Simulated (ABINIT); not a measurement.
Crystal: TiTe2.

```
Te Ti
1.0
     3.77700    0.00000    0.00000
    -1.88850    3.27098    0.00000
     0.00000    0.00000    6.49800
Te Ti
2 1
Direct
  0.33333 0.66667 0.73720
  0.66667 0.33333 0.26280
  0.00000 0.00000 0.00000
```

| Property | Result |
| --- | --- |
| Program | ABINIT 10.8.3 (patched build) |
| Task | relaxation of cell and atoms |
| Functional | PW91 |
| Potentials or basis | JTH PAW PBE v2.0 |
| Cutoff | 490 eV |
| k mesh | 8 × 8 × 4 |
| Occupations | fermi-dirac, width 0.05 eV |
| Spin | no spin polarisation |

At the start: pressure 1.0 GPa; volume 26.76 Å³/atom.

How do energy, volume and symmetry change on relaxing?

Over 13 steps the energy falls by 3.3 meV/atom and the volume is 27.79 Å³/atom (+3.9 %); space group P-3m1 (No. 164, to 0.05 Å).

The path:
| step | energy change (eV) | largest force (eV/Å) | pressure (GPa) | volume (Å³) |
| --- | --- | --- | --- | --- |
| 1 | 0.0000 | 0.0130 | 1.03 | 80.28 |
| 2 | -0.0015 | 0.0157 | 0.81 | 80.53 |
| 3 | -0.0044 | 0.1164 | 0.03 | 81.53 |
| 4 | -0.0048 | 0.1193 | -0.03 | 81.68 |
| 5 | -0.0072 | 0.0964 | -0.30 | 82.64 |
| 6 | -0.0083 | 0.0465 | -0.25 | 83.07 |
| 7 | -0.0087 | 0.0003 | -0.09 | 83.17 |
| 8 | -0.0088 | 0.0168 | 0.00 | 83.11 |
| 9 | -0.0091 | 0.0314 | 0.11 | 83.03 |
| 10 | -0.0094 | 0.0369 | 0.18 | 83.01 |
| 11 | -0.0098 | 0.0256 | 0.16 | 83.13 |
| 12 | -0.0099 | 0.0088 | 0.07 | 83.31 |
| 13 | -0.0099 | 0.0007 | 0.01 | 83.38 |

Final structure:
```
Te Ti
1.0
     3.79833    0.00000    0.00000
    -1.89917    3.28945    0.00000
     0.00000    0.00000    6.67367
Te Ti
2 1
Direct
  0.33333 0.66667 0.74386
  0.66667 0.33333 0.25614
  0.00000 0.00000 0.00000
```

Caveat: the PAW data sets were made with another functional, which shifts forces and pressure a little; this functional lacks dispersion, which binds the layers, so the pressure and a relaxed spacing across them are unreliable.
